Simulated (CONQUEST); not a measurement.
# BAs: equation of state with PBE

BAs:

```
As B
1.0
     3.37785    0.00000    0.00000
     0.00000    3.37785    0.00000
     0.00000    0.00000    4.77700
As B
2 2
Direct
  0.00000 0.50000 0.25000
  0.50000 0.00000 0.75000
  0.00000 0.00000 0.00000
  0.50000 0.50000 0.50000
```

```yaml
Program: CONQUEST 1.3
Task: equation of state
Functional: PBE
Potentials_or_basis: PseudoDojo NC PBE, SZ, grid of 32 × 32 × 48 points
k_mesh: 8 × 8 × 6
Occupations: fermi-dirac, width 0.05 eV
Spin: no spin polarisation
```

```yaml
Equilibrium_volume: "14.90 Å³/atom (rough: see the caveat)"
Bulk_modulus: 112 GPa (rough)
```

Energy against volume, from the lowest point:
```tsv
volume (Å³/atom)	energy (meV/atom)
12.809	131.52
13.081	94.05
13.354	63.71
13.626	39.91
13.899	21.58
14.171	8.34
14.444	0.00
```

All runs of the series together: 2.1 min on 1 thread of AMD EPYC 7B13 (Zen 3), with other jobs on the host.

Caveat: the minimum lies outside the volumes run; the atomic basis is small; the basis of atomic orbitals isn't converged, which shifts pressures, moduli and gaps.
